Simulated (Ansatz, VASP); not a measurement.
# Bi in VASP and in Ansatz

INCAR

```
PREC = Accurate
ENCUT = 520
EDIFF = 1E-6
ISMEAR = -1
SIGMA = 0.05
LREAL = F
LASPH = T
NELM = 100
ALGO = Fast
ISIF = 2
LWAVE = F
LCHARG = F
GGA = PS
NBANDS = 14
```

KPOINTS

```
Automatic mesh
0
Gamma
  9 9 9
```

Contents of POSCAR:

```
Bi
1.0
   -1.9814305318      1.9814305318      1.9814305318
    1.9814305318     -1.9814305318      1.9814305318
    1.9814305318      1.9814305318     -1.9814305318
Bi
1
Direct
    0.0000000000      0.0000000000      0.0000000000
```

input.yaml

```yaml
crystal:
  lattice:
    - [-1.9814305318, 1.9814305318, 1.9814305318]
    - [1.9814305318, -1.9814305318, 1.9814305318]
    - [1.9814305318, 1.9814305318, -1.9814305318]
  atoms:
    - { symbol: Bi, position: [0.0, 0.0, 0.0] }
hamiltonian:
  xc: pbesol
  pseudopotentials: { kind: paw }
kpoints:
  mp_grid: { grid: [9, 9, 9] }
scf:
  occupations: { method: fermi_dirac, width: 0.05 }
output:
  forces: true
  stress: true
  eigenvalues: true
```

This isn't the form of Bi at room conditions, which is rhombohedral.

Alike in both runs: task single point; functional PBEsol; k mesh 9 × 9 × 9; occupations fermi-dirac, width 0.05 eV; no spin polarisation.

|  | VASP | Ansatz |
| --- | --- | --- |
| version | VASP 6.6.1 | Ansatz 0.2.0 |
| potentials or method | VASP PAW PBE potentials, release 64 (Bi_d) | Ansatz PAW |
| plane-wave cutoff (eV) | 520 | 420 |
| valence electrons in the cell | 15 | 15 |

|  | VASP | Ansatz | Ansatz less VASP |
| --- | --- | --- | --- |
| gap on the k mesh at the Fermi level (eV) | none | none | - |
| pressure (GPa) | -2.0 | -2.0 | +0.04 |

A gap of «none» marks a metal or a gap that the smearing closes.

Caveats: spin-orbit coupling is left out, which moves the levels of the heavy elements; the PAW data sets were made with another functional, which shifts forces and pressure a little (VASP); the PAW data sets come from PBE, with cores solved anew for the run's functional, which leaves a small shift of forces and pressure (Ansatz).
